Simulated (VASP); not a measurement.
NbAs:

```
Nb As
1.0
    -1.72585    1.72585    5.84000
     1.72585   -1.72585    5.84000
     1.72585    1.72585   -5.84000
Nb As
2 2
Direct
  0.50000 0.00000 0.50000
  0.75000 0.75000 0.00000
  0.91600 0.41600 0.50000
  0.16600 0.16600 0.00000
```

* Program: VASP 6.6.1
* Task: relaxation of cell and atoms
* Functional: LDA
* Potentials or basis: VASP PAW LDA potentials, release 64 (Nb_sv, As)
* Cutoff: 600 eV
* k mesh: 10 × 10 × 10
* Occupations: fermi-dirac, width 0.05 eV
* Spin: no spin polarisation

At the start: pressure -5.2 GPa; volume 17.39 Å³/atom.

Question: How do energy, volume and symmetry change on relaxing?

Answer: Over 8 steps the energy falls by 10.6 meV/atom and the volume is 16.88 Å³/atom (-2.9 %); space group I4_1md (No. 109, to 0.05 Å).

The path:
```tsv
step	energy change (eV)	largest force (eV/Å)	pressure (GPa)	volume (Å³)
1	0.0000	0.2752	-5.19	69.58
2	0.0779	0.0402	11.21	64.06
3	-0.0387	0.1836	0.16	67.49
4	-0.0388	0.1792	0.25	67.45
5	-0.0416	0.0047	-0.01	67.54
6	-0.0416	0.0006	-0.02	67.53
7	-0.0422	0.0015	-0.07	67.53
8	-0.0423	0.0030	-0.10	67.53
```

Final structure:
```
CELL_PARAMETERS angstrom
-1.71028 1.71028 5.77143
1.71028 -1.71028 5.77143
1.71028 1.71028 -5.77143
ATOMIC_POSITIONS crystal
Nb 0.49878 0.99878 0.50000
Nb 0.74878 0.74878 0.00000
As 0.91722 0.41722 0.50000
As 0.16722 0.16722 0.00000
```
